Kohn–Sham DFT for bcc tungsten with ABINIT 10.8.3, FLEUR MaX-R8.1 (later development tree), GPAW 26.7.0 and Quantum ESPRESSO 7.5, without spin polarisation or spin–orbit coupling and with 0.05 eV Fermi–Dirac smearing. Volumes are per atom, and PBE+U has U = 2 eV on W d. The measured bulk modulus is 307 GPa (polycrystal, surface Brillouin spectroscopy, arXiv:1710.07581).

```tsv
program	functional	how the value is got	potentials or basis	wave cutoff (eV)	k-mesh	computed bulk modulus (GPa)	computed over measured, less one (%)
ABINIT 10.8.3 (1)	BLYP	fit, rest volume 16.71 Å³/atom	JTH PAW PBE v2.0	408.2	12x12x12	271.8	-11.5
FLEUR MaX-R8.1 (later development tree)	RPBE	fit, rest volume 16.36 Å³/atom	all electron	n/a	12x12x12	291.1	-5.2
GPAW 26.7.0 (1)	PBE+U	fit, rest volume 16.30 Å³/atom	GPAW PAW data sets (gpaw data 1.2.1)	600.0	12x12x12	291.9	-4.9
ABINIT 10.8.3 (2)	r2SCAN	fit, rest volume 16.01 Å³/atom	JTH PAW PBE v2.0	326.5	12x12x12	307.0	0.0
GPAW 26.7.0 (2)	PBEsol	fit, rest volume 15.68 Å³/atom	PAW data sets made by gpaw setup for the functional	600.0	12x12x12	317.9	3.6
ABINIT 10.8.3 (3)	LDA	fit, rest volume 15.44 Å³/atom	HGH LDA	435.4	12x12x12	319.3	4.0
ABINIT 10.8.3 (4)	AM05	fit, rest volume 15.65 Å³/atom	JTH PAW PBE v2.0	408.2	12x12x12	321.6	4.8
Quantum ESPRESSO 7.5	LDA	fit, rest volume 15.36 Å³/atom	PseudoDojo 0.4.1 SR LDA standard	952.4	12x12x12	327.4	6.6
```

## The volume behind the modulus

The computed bulk moduli run from 272 GPa with BLYP to 327 GPa with LDA in Quantum ESPRESSO. The column that tells how the value is got holds the key: each modulus belongs to the rest volume of its own calculation. As that volume shrinks, the modulus rises, with one exception near the end, where the ABINIT LDA crystal is smaller than the AM05 crystal but slightly softer.

A bulk modulus measures how much pressure is needed for a given fractional change of volume. In a metal such as tungsten, the bonding of the d electrons pulls the atoms together, while the repulsion between them grows steeply at short distance. Expansion moves the crystal away from the steep part of this repulsion, so the crystal softens. A functional that makes the crystal too large therefore tends to make it too soft as well.

## Why the functionals choose different volumes

Theory explains much of the order of the rest volumes. LDA treats each small region as part of a uniform electron gas and usually binds solids too tightly. Gradient corrections favour uneven densities, and the density becomes more uneven when the atoms move apart. They therefore act like an additional outward pressure.

This push is strong in RPBE and BLYP. The correlation part of BLYP also fails to reproduce the uniform electron gas, a poor start for a metal. PBEsol and AM05 were designed with solids and surfaces in mind and push less.

BLYP and AM05 make the cleanest comparison, because they share the program, the PAW data and the wave cutoff. At 15.85 Å³ per atom, the volume of the cell given to the programs, the computed pressure is 20 GPa higher with BLYP. The ABINIT pressures lie slightly below the slopes of the energies, a known fault of a finite cutoff, but by nearly the same amount in both runs, so the difference is hardly touched. Both functionals use data made for PBE, so the difference belongs to the functionals as used with these data.

## A bond with a spring inside

A diatomic molecule shows what an outward push does to stiffness. Imagine a weak, compressed spring placed between its two atoms. At a fixed bond length the spring makes the molecule stiffer, because its push fades as the bond lengthens. Once released, however, the bond stretches to a softer part of its energy curve, and the molecule can end up softer than before.

The gradient correction does both things to tungsten. Its energy gain must level off when the atoms are far apart, so its push must eventually fade. For BLYP relative to AM05 the push already fades in the computed range, from 22 GPa at 14.90 Å³ to 18 GPa at 16.80 Å³. PBEsol shows the same against LDA in Quantum ESPRESSO: its extra pressure falls from 7.6 to 5.5 GPa over this range, though program and potentials differ there too. The analogy covers only this mechanics: the correction is part of the electronic energy, and the crystal changes its volume rather than one bond length.

## Bringing the crystals to one volume

The two effects can be separated by comparing all crystals at the same volume. Let $B_0$ be the computed modulus at the rest volume $V_0$, and let $B_0'$ say how fast the modulus grows with pressure $P$. Near rest, $B=B_0+B_0'P$, so a small step gives $dB=B_0'\,dP$. The definition of the modulus gives $dP=-B\,dV/V$. Together they lead to

$$B(V)=B_0\left(\frac{V_0}{V}\right)^{B_0'} .$$

For BLYP the rest volume is 16.71 Å³ and $B_0'$ is 4.19. Compression to 15.85 Å³ multiplies the modulus by $(16.71/15.85)^{4.19}\approx1.25$. The 272 GPa at rest thus become about 340 GPa. AM05, whose rest volume is slightly below 15.85 Å³, goes the other way, from 322 to 307 GPa.

At the common volume BLYP is therefore the stiffer of the two. The same reversal appears across the table: the four calculations with rest volumes above 16 Å³ all come out stiffer than the four below it, though the r2SCAN value is unsafe, as shown below. The low moduli of the large crystals come from their expansion, which outweighs their greater stiffness at equal volume.

The BLYP and AM05 rows show the balance in numbers. At equal volume BLYP is stiffer by 33 GPa. Letting both crystals go to their rest volumes changes the difference by −83 GPa, which leaves BLYP softer by 50 GPa. The computed pressures give a similar difference at equal volume: the fading of the extra push corresponds to about 30 GPa. This is the same stiffness difference read from pressures instead of energies, not a separate contribution.

This also explains the strength of the trend. If all functionals shared one curve of modulus against volume, one per cent more volume would cost about 4 % of the modulus. Between BLYP and the Quantum ESPRESSO LDA row the cost is only 2.2 %. The stiffness that comes with the outward push cancels almost half of the softening.

## How far the formula holds

The constants $B_0$, $V_0$ and $B_0'$ come from each row's own equation-of-state fit. The worked BLYP value is therefore a reading of that fit at another volume, not an independent prediction. The curvature of three neighbouring energies gives the same 340 GPa for BLYP and 307 GPa for AM05, without assuming the formula. Such local values scatter by several GPa from one volume to the next, so the close match is partly luck. The printed output below lists the formula's values for all rows.

This test breaks down for r2SCAN, where the energies themselves are uneven. At three successive volumes their local curvature gives 282, 406 and 282 GPa, whereas the AM05 values fall steadily. A real crystal would not stiffen and soften again in this way. The run has the lowest wave cutoff in the table and gave a warning about very small densities, but the data do not show which of these, if either, caused the noise.

The r2SCAN modulus comes from a fit that averages over these jumps, so its agreement with the measured one is no sign of accuracy. The computed pressures run more evenly. Their slope at 15.85 Å³ gives about 324 GPa, which supports the formula's value there but does not secure the modulus at rest. The row's place between PBE+U and PBEsol agrees with its rest volume, but its exact rank is unsafe.

## LDA breaks the order

The ABINIT LDA crystal is smaller than the AM05 crystal, which should make it stiffer. At equal volume, however, it is softer by 18 GPa. Its smaller rest volume wins back 16 GPa, and a deficit of about 2 GPa remains. The two effects nearly cancel, so a small difference can turn the order round.

The low stiffness at equal volume is not confined to one LDA potential. Both LDA rows give 288 to 289 GPa at 15.85 Å³, although one potential treats 6 electrons explicitly and the other 14. At rest they differ by 8 GPa, mainly because their rest volumes differ by half a per cent. Program, potential, electron count and cutoff change together, so the cause of that volume difference stays open.

The inversion between LDA and AM05 is smaller than this difference between two LDA calculations. It should not be read as a firm ranking. The same caution applies to RPBE and PBE+U, which differ by less than 1 GPa. The latter carries a Hubbard correction for the d electrons, with its parameter U set to 2 eV, and no plain PBE row shows what that correction does.

## What the measured value can decide

The measured 307 GPa is a single value for a polycrystal, and its fit was bounded above by a literature value. It also contains thermal and zero-point motion, which usually soften a crystal, while the calculations describe atoms at rest and leave out spin–orbit coupling. Deviations of a few per cent therefore do not rank the functionals.

BLYP lies 11.5 % below the measured value, well outside that range. AM05, with the same program, PAW data and cutoff, lies 4.8 % above it. The choice of functional thus matters far more here than the 8 GPa between the two LDA calculations. Only one computed volume lies beyond the BLYP minimum, however, so its modulus is less well pinned down than most.

For practical use, a computed modulus should be quoted with its volume. At their own rest volumes, BLYP gives a softer tungsten than AM05; at the volume of the given cell, it gives a stiffer one. For another functional applied to this metal, the rest volume is the first clue: a larger crystal will probably be softer, but by less than a single shared curve suggests.

Output of the analysis:

```
Moduli at rest and at the common volume of 15.85 Å³ per atom:
                                      row  rest volume Å³  modulus at rest GPa  pressure derivative  pressure at common volume GPa  modulus at common volume GPa  change on going to rest GPa
                        ABINIT 10.8.3 (1)           16.71                271.8                4.189                          16.15                         339.5                       -67.67
  FLEUR MaX-R8.1 (later development tree)           16.36                291.1                3.763                          9.808                           328                       -36.91
                          GPAW 26.7.0 (1)            16.3                291.9                3.806                          8.689                           325                       -33.07
                        ABINIT 10.8.3 (2)           16.01                  307                5.038                          3.275                         323.5                        -16.5
                          GPAW 26.7.0 (2)           15.68                317.9                3.813                         -3.252                         305.5                         12.4
                        ABINIT 10.8.3 (3)           15.44                319.3                3.941                         -7.915                         288.1                         31.2
                        ABINIT 10.8.3 (4)           15.65                321.6                 3.91                          -3.84                         306.6                        15.01
                     Quantum ESPRESSO 7.5           15.36                327.4                3.938                           -9.7                         289.2                         38.2
Spread of the moduli at rest, GPa: 55.6
Largest rest volume over smallest, less one, %: 8.825
Rank correlation of modulus at rest with rest volume: -0.9762
Percent change of modulus per percent of rest volume, BLYP to Quantum ESPRESSO LDA: -2.201
BLYP less AM05, modulus at rest, GPa: -49.8
BLYP less AM05, modulus at common volume, GPa: 32.88
BLYP less AM05, change on going to rest, GPa: -82.68
BLYP less AM05, computed pressure at 14.90 Å³, GPa: 22.25
BLYP less AM05, computed pressure at 15.85 Å³, GPa: 20.06
BLYP less AM05, computed pressure at 16.80 Å³, GPa: 18.46
Stiffness that the fall of this extra pressure adds at 15.85 Å³, GPa: 30.27
BLYP modulus from three neighbouring energies at 15.85 Å³, GPa: 339.9
AM05 modulus from three neighbouring energies at 15.53 Å³, GPa: 330.7
AM05 the same at 15.85 Å³, GPa: 307.1
AM05 the same at 16.16 Å³, GPa: 278.9
r2SCAN the same at 15.53 Å³, GPa: 281.8
r2SCAN the same at 15.85 Å³, GPa: 406.3
r2SCAN the same at 16.16 Å³, GPa: 282.2
Quantum ESPRESSO LDA less ABINIT LDA, modulus at rest, GPa: 8.1
Quantum ESPRESSO LDA less ABINIT LDA, modulus at common volume, GPa: 1.096
ABINIT LDA less AM05, modulus at rest, GPa: -2.3
ABINIT LDA less AM05, modulus at common volume, GPa: -18.48
ABINIT LDA less AM05, change on going to rest, GPa: 16.18
PBE+U less RPBE, modulus at rest, GPa: 0.8
AM05 less PBEsol, modulus at rest, GPa: 3.7
```
